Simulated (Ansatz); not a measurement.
Structures of SnO2: which is lowest?

Plane-wave DFT in Ansatz with scalar-relativistic PAW potentials, cutoff 500 eV, Γ-centred meshes chosen by cell and gap, Gaussian smearing with energies taken to zero width. Every cell was relaxed (cell and atoms) in a run of its own, within the symmetry of its start. Functional: r2SCAN.

Relaxed structures (starts from databases or built by putting these elements on another compound's sites):
A. R-3m, 3 atoms in the computed cell, a = 3.210 Å, c = 13.065 Å; sites (symmetry × multiplicity) Sn -3m × 3, O 3m × 6; start: database
B. P-3m1, 3 atoms in the computed cell, a = 3.192 Å, c = 4.749 Å; sites (symmetry × multiplicity) Sn -3m. × 1, O 3m. × 2; start: built
C. P4_2/mnm, 6 atoms in the computed cell, a = 4.759 Å, c = 3.201 Å; sites (symmetry × multiplicity) Sn m.mm × 2, O m.2m × 4; start: database
D. Fm-3m, 3 atoms in the computed cell, a = 5.067 Å; sites (symmetry × multiplicity) Sn m-3m × 4, O -43m × 8; start: database
E. I4_1/amd, 6 atoms in the computed cell, a = 3.999 Å, c = 10.204 Å; sites (symmetry × multiplicity) Sn -4m2 × 4, O 2mm. × 8; start: database
F. Pbcn, 12 atoms in the computed cell, a = 4.732 Å, b = 5.743 Å, c = 5.238 Å; sites (symmetry × multiplicity) Sn .2. × 4, O 1 × 8; start: database

Task: Rank them by energy. Could pressure change the order?

Result:
| structure | group | E − E(lowest) (meV/atom) | V (Å³/atom) | gap on mesh (eV) |
| --- | --- | --- | --- | --- |
| C | P4_2/mnm | 0.0 | 12.08 | 1.77 |
| F | Pbcn | 16.8 | 11.86 | 2.08 |
| E | I4_1/amd | 86 | 13.60 | 2.33 |
| A | R-3m | 208 | 12.95 | 2.44 |
| B | P-3m1 | 226 | 13.97 | 2.76 |
| D | Fm-3m | 281 | 10.84 | 0.84 |

C is lowest, 17 meV/atom under F. D is denser by 1.24 Å³/atom, so pressure favours it: ΔE/ΔV, with ΔE in eV and 1 eV/Å³ = 160.2 GPa, gives about 36 GPa for equal enthalpy if both cells were rigid; at such pressures compression changes ΔV much, so this is a scale only. Other structures may lie lower than all of these, and vibrations aren't counted.